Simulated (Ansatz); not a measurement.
Runs of Ansatz 0.2.0 on MgS (Niningerite). The structure is cubic, space group Fm-3m (No. 225). The conventional cell has a = 5.203 Å, b = 5.203 Å, c = 5.203 Å, α = 90.00°, β = 90.00°, γ = 90.00°. S (site symmetry m-3m) has 6 Mg at 2.60 Å as nearest neighbours. Mg (site symmetry m-3m) is surrounded by 6 S at 2.60 Å. 

```tsv
task	level	k mesh	cutoff (eV)	smearing	points for each segment of the path	q mesh	atoms under strain	gap on the mesh (eV)	pressure (GPa)	V0 of scaled cells (Å³/atom)	B0 (GPa)
band structure	r2SCAN	9 × 9 × 9	500	fermi-dirac 0.05 eV	14	-	-	3.59	0.0	-	-
equation of state	r2SCAN	9 × 9 × 9	500	fermi-dirac 0.05 eV	-	-	-	-	-	17.61	80
phonons	PBEsol	8 × 8 × 8	420	fixed	8	2 × 2 × 2	-	2.70	-	-	-
elastic constants	PBEsol	8 × 8 × 8	420	fixed	-	-	clamped	2.70	-0.9	-	-
equation of state	LDA	9 × 9 × 9	420	fermi-dirac 0.05 eV	-	-	-	-	-	16.87	(b)
band structure	LDA	9 × 9 × 9	420	fermi-dirac 0.05 eV	14	-	-	2.69	-3.3	-	-
band structure	PBE	9 × 9 × 9	420	fermi-dirac 0.05 eV	14	-	-	2.92	1.2	-	-
equation of state	PBE	9 × 9 × 9	420	fermi-dirac 0.05 eV	-	-	-	-	-	17.88	(a)
Born charges and dielectric tensor	PBEsol	8 × 8 × 8	420	fixed	-	-	-	2.70	-	-	-
```

Alike in all rows: potentials or basis Ansatz PAW; no spin polarisation; cell as given.

Task: Estimate the missing entries.

Result: (a) 74; (b) 83.

Caveats: the PAW data sets come from PBE, with cores solved anew for the run's functional, which leaves a small shift of forces and pressure (some runs); the k mesh misses the band edges, so the gap on the mesh is wider than the one along the path (some runs); the PAW data sets were made with another functional, which shifts forces and pressure a little (some runs).
